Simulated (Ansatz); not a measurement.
C: the gap against volume

C, Fd-3m, a = 3.560 Å. Ansatz: r2SCAN, PAW, 500 eV, Γ-centred 12×12×12 mesh on 2 atoms, Gaussian smearing 0.02 eV; no spin polarisation. Symmetry fixes shape and atoms, so the cell is only scaled; x = ln(V/V0) with V0 = 5.641 Å³/atom. The gap is read at the mesh points alone.

```tsv
x	gap y (eV)
-0.1278	4.704
-0.0943	4.618
-0.0619	4.537
-0.0305	?
0.0000	4.385
0.0296	4.315
0.0583	4.247
0.0953	4.161
```

Q: Fit a straight line to the other rows, give the volume deformation potential of the gap and its pressure coefficient, and predict the missing gap. B0 = 450.4 GPa.

A: Means x = -0.01440, y = 4.4239; Σ(Δx)² = 0.04096, ΣΔxΔy = -0.09970; the slope is their ratio. y = 4.3888 − 2.4338 x. The slope is the deformation potential a = dE_g/d ln V = -2.43 eV, and dE_g/dP = −a/B0 = 5.40 meV/GPa. At x = -0.0305 the fit asked for gives 4.463 eV. The run gave 4.459 eV, so the fit is 0.004 eV too high, within twice the rms miss on the fitted rows (0.003 eV).

Semilocal functionals give gaps under the measured ones; changes of the gap mostly carry over better.